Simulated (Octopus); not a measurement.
The system is SnSe2.

```xyz
3
Lattice="3.8110 0.0000 0.0000 -1.9055 3.3004 0.0000 0.0000 0.0000 6.1360" Properties=species:S:1:pos:R:3 pbc="T T T"
Sn    0.0000    0.0000    0.0000
Se    1.9055    1.1001    4.6081
Se    0.0000    2.2003    1.5279
```

Base run:

| Item | Value |
| --- | --- |
| Program | Octopus 16.4 |
| Functional | PBE |
| Potentials or basis | pseudodojo_pbe (PseudoDojo 0.5, PBE) |
| Grid spacing | 0.123 Å |
| k mesh | 8 × 8 × 5 |
| Occupations | fermi-dirac, width 0.05 eV |
| Spin | no spin polarisation |

Its results: band gap on the k mesh 0.79 eV, indirect (least direct gap 1.06 eV); largest force 0.812 eV/Å.

Q: The run is repeated on the same cell with these changes: functional from PBE to PBEsol; potentials or basis from pseudodojo_pbe (PseudoDojo 0.5, PBE) to pseudodojo_pbesol (PseudoDojo 0.4, PBEsol). What comes out?

A: Band gap on the k mesh 0.72 eV, indirect (least direct gap 0.97 eV); largest force 0.628 eV/Å.

Caveats: spin-orbit coupling is left out, which moves the levels of the heavy elements; an odd mesh through Γ misses points on the zone boundary, where band edges often lie.

Not every run made on this cell is shown here.
